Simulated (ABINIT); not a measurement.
An input for ABINIT 10.8.3 (BP (F-43m)):

```
acell 3*1.0 Angstrom
rprim 
  0.000000000000 2.269000000000 2.269000000000
  2.269000000000 0.000000000000 2.269000000000
  2.269000000000 2.269000000000 0.000000000000
ntypat 2
znucl 5 15
natom 2
typat 1 2
xred 
  0.000000000000 0.000000000000 0.000000000000
  0.250000000000 0.250000000000 0.250000000000
pp_dirpath "pseudos"
pseudos "B.upf, P.upf"
ecut 34
ngkpt 6 6 6
nshiftk 1
shiftk 0 0 0
kptopt 1
chksymbreak 0
istwfk *1
occopt 1
irdwfk 1
optdriver 4
nband 201
gwcalctyp 0
ecutsigx 34
symsigma 1
nkptgw 2
kptgw 
  0.0000000000 0.0000000000 0.0000000000
  0.5000000000 0.5000000000 0.0000000000
bdgw 
  2 7
  3 6
ecuteps 11.2
irdscr 1
ppmodel 2
indata_prefix "in"
outdata_prefix "out"
tmpdata_prefix "tmp"
```

```sh
OMP_NUM_THREADS=1 mpirun -n 4 abinit run.abi > log
```

How long will it take on 4 MPI ranks of Intel Xeon Platinum 8488C (Sapphire Rapids), shared host, and how much memory?

It took 35 s; on shared hardware allow 17 s to 70 s. Peak host memory was 1.4 GiB.

[Long decimals in the printed logs are rounded to 6 places.]

[Logs are printed without paths, hosts, clocks, repeated set-up lines and the standing remarks that a program may print on its own settings, such as how far it seeks lower states.]

[Paths, hosts, dates, memory and timing lines, banners, echoed tables and standing remarks are left out of the program output; an Ansatz launch command may be rebuilt from the run's recorded settings. Measured values are a selection of at most five: reports struck by readers or far from the other reports are left out. None is set beside runs whose start may be inverted or whose files or cutoffs have a known fault.]

[Runs of the session that timed out or met a known fault of the program may be left out.]

[Hosts, paths, dates, database ids (printed as entryN), source tags and the programs' standing remarks are cut or masked in the printed files.]

[G0W0 gaps are taken among the corrected bands and points alone; a level outside them can change the order at an edge.]

[Where Ansatz stands beside ABINIT at settings called matched, ABINIT's density can come from a denser mesh and the files from another edition; pairs whose starting gaps differed by over 0.03 eV were left out, so agreement reads better than it is.]
